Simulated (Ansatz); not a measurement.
WS2 (Tungstenite) under changes of volume

One of the cells (18.245 Å³/atom); the others are scaled copies at fixed shape and fractional positions:

```
CELL_PARAMETERS angstrom
3.18000 0.00000 0.00000
-1.59000 2.75396 0.00000
0.00000 0.00000 12.50000
ATOMIC_POSITIONS crystal
W 0.66667 0.33333 0.75000
W 0.33333 0.66667 0.25000
S 0.66667 0.33333 0.37500
S 0.33333 0.66667 0.87500
S 0.66667 0.33333 0.12500
S 0.33333 0.66667 0.62500
```

| Item | Value |
| --- | --- |
| Program | Ansatz 0.2.0 |
| Functional | PBE |
| Potentials or basis | Ansatz PAW |
| Cutoff | 420 eV (not typed: the program's choice for these potentials) |
| k mesh | 10 × 10 × 3 |
| Occupations | fermi-dirac, width 0.05 eV |
| Spin | no spin polarisation |

```tsv
volume (Å³/atom)	energy over the lowest point (meV/atom)	pressure (GPa)	gap on the mesh (eV)	largest force (eV/Å)
17.150	?	?	?	?
17.515	27.96	9.6	1.08	0.891
17.880	10.63	5.7	1.10	0.495
18.245	1.59	2.3	1.12	0.129
18.610	0.00	-0.8	1.14	0.209
18.975	5.11	-3.6	1.15	0.523
19.340	16.25	-6.1	1.16	0.813
```

Q: What does the run at 17.150 Å³/atom give?

A: Energy over the lowest point 54.51 meV/atom; pressure 13.8 GPa; gap on the mesh 1.05 eV; largest force 1.318 eV/Å.

Worked out: A Birch-Murnaghan fit of order 3 (a polynomial in V^(-2/3)) to the other rows has its minimum at 18.51 Å³/atom with B0 = V·E''(V) = 153 GPa and B' = 4.4 at fixed shape and positions, which overstates the stiffness. It gives 54.52 meV/atom at 17.150 Å³/atom, against the run's 54.51, and -dE/dV = 13.8 GPa, against 13.8. A straight line through the other rows of the gap, of slope 0.823 eV per unit of ln V, extrapolates to 1.07 eV, against the run's 1.05.

Energies are extrapolated to zero smearing.

Caveats: odd divisions of the mesh miss points on the zone boundary, where band edges often lie, so the gap on the mesh can be too wide; spin-orbit coupling is left out, which moves the levels of the heavy elements; this functional lacks dispersion, which binds the layers, so the pressure and a relaxed spacing across them are unreliable; forces of over 1 eV/Å show positions far from the minimum, so gaps and moduli don't describe the material at rest (some runs).

A mesh can miss the band edges.
